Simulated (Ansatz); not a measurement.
**Li: stress in a strained cell**

Aim: deform Li (equal xx and yy strain of +1 %) and compute stress, forces and field gradients with LAPW, PAW and all-electron datasets made for the crystal.

Computed with Ansatz 0.2.0 (DFT PBE, scalar-relativistic, unless a step's input says otherwise).

### 1 Starting point

It takes space group R-3m (No. 166, trigonal). The conventional cell has a = 3.101 Å, b = 3.101 Å, c = 22.765 Å, α = 90.00°, β = 90.00°, γ = 120.00°. Li (site symmetry -3m) has 12 Li at 3.10 Å as nearest neighbours. Li (site symmetry 3m) has 12 Li at 3.09 to 3.10 Å as nearest neighbours.

As a file:

```cif
data_structure
_symmetry_space_group_name_H-M 'R-3m:H'
_symmetry_Int_Tables_number 166
_cell_length_a 3.1010
_cell_length_b 3.1010
_cell_length_c 22.7649
_cell_angle_alpha 90.000
_cell_angle_beta 90.000
_cell_angle_gamma 120.000
_cell_volume 189.58
loop_
_atom_site_label
_atom_site_type_symbol
_atom_site_symmetry_multiplicity
_atom_site_Wyckoff_symbol
_atom_site_fract_x
_atom_site_fract_y
_atom_site_fract_z
_atom_site_occupancy
Li1 Li 3 a 0.00000 0.00000 0.00000 1
Li2 Li 6 c 0.33333 0.66667 0.88867 1
```

The file gives the conventional cell by its symmetry; the runs use the cell typed in the input.

Atoms are numbered in the order of the input: Li1, Li2, Li3.

### 2 After the deformation

Space group R-3m before, R-3m after.

### 3 All-electron LAPW

File input.yaml:

```yaml
crystal:
  lattice:
    - [1.5660039554, 0.9041328052, 7.5883]
    - [-1.5660039554, 0.9041328052, 7.5883]
    - [0.0, -1.8082656104, 7.5883]
  atoms:
    - { symbol: Li, position: [0.0, 0.0, 0.0] }
    - { symbol: Li, position: [0.222, 0.222, 0.222] }
    - { symbol: Li, position: [0.778, 0.778, 0.778] }
kpoints:
  mp_grid: { grid: [12, 12, 12] }
  band_path:
    path:
      - [0.0, 0.0, 0.0]
      - [0.5, 0.5, 0.5]
      - [0.8238691268, 0.1761308732, 0.5]
      - [0.5, -0.1761308732, 0.1761308732]
      - [0.5, 0.0, 0.0]
      - [0.0, 0.0, 0.0]
      - [0.3380654366, -0.3380654366, 0.0]
      - [0.6619345634, 0.0, 0.3380654366]
      - [0.5, 0.0, 0.5]
    npoints: 5
scf:
  occupations: { method: fermi_dirac, width: 0.05 }
hamiltonian:
  xc: pbe
  pseudopotentials: { kind: all_electron, lapw: { basis_error: 0.001 } }
output:
  forces: true
  stress: true
  eigenvalues: true
```

The run is started by

```
> ansatz run input.yaml --threads 1 --pin off --max-ram 6144MiB --backend cpu --events-out ev --progress --plain --runs-dir out
```

### 4 Frozen-core PAW

File input.yaml:

```yaml
crystal:
  lattice:
    - [1.5660039554, 0.9041328052, 7.5883]
    - [-1.5660039554, 0.9041328052, 7.5883]
    - [0.0, -1.8082656104, 7.5883]
  atoms:
    - { symbol: Li, position: [0.0, 0.0, 0.0] }
    - { symbol: Li, position: [0.222, 0.222, 0.222] }
    - { symbol: Li, position: [0.778, 0.778, 0.778] }
kpoints:
  mp_grid: { grid: [12, 12, 12] }
scf:
  occupations: { method: fermi_dirac, width: 0.05 }
hamiltonian:
  xc: pbe
  pseudopotentials: { kind: paw }
output:
  forces: true
  stress: true
  eigenvalues: true
  efg: { contact_densities: true }
```

### 5 All-electron PAW on datasets made for the crystal

input.yaml: that of step 4 with these lines changed.

```diff
@@ -15,3 +15,3 @@
   xc: pbe
-  pseudopotentials: { kind: paw }
+  pseudopotentials: { kind: all_electron, datasets: crystal }
 output:
```

(Steps that only read results are left out.)

What does the calculation give? Wanted: pressure; largest shear or deviatoric stress.

The runs gave:

| quantity | value |
| --- | --- |
| pressure | LAPW -0.76, PAW -0.77, crystal datasets -0.76 GPa |
| largest shear or deviatoric stress (LAPW) | 0.04 GPa |

What this shows: The largest part of the stress beyond the pressure is 0.04 GPa in size, in the zz component; the atoms are carried along and not relaxed. No run of the undeformed cell stands beside it, so the pressure holds what the given cell had before the change. PAW: stress within 0.01 GPa of LAPW. Crystal datasets: stress within 0.01 GPa of LAPW.
